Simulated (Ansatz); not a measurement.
Here is an Ansatz 0.2.0 calculation.

The input input.yaml:

```yaml
crystal:
  lattice:
    - [0.0, 2.9165, 2.9165]
    - [2.9165, 0.0, 2.9165]
    - [2.9165, 2.9165, 0.0]
  atoms:
    - { symbol: Cd, position: [0.0, 0.0, 0.0] }
    - { symbol: S, position: [0.75, 0.75, 0.75] }
hamiltonian:
  xc: pbe
  pseudopotentials: { kind: paw }
kpoints:
  mp_grid: { grid: [8, 8, 8] }
scf:
  occupations: { method: gaussian, width: 0.012 }
output:
  forces: true
  stress: true
  eigenvalues: true
```

Potentials or basis: Ansatz PAW.

Launch:

```bash
$ ansatz run input.yaml --threads 2 --pin off --max-ram 5632MiB --backend cpu --events-out ev --progress --plain --runs-dir out
```

Problem. Predict the pressure.

Solution. 2.8 GPa.

Problem. What does it give for the band gap on the k mesh?

Solution. 1.15 eV, direct.
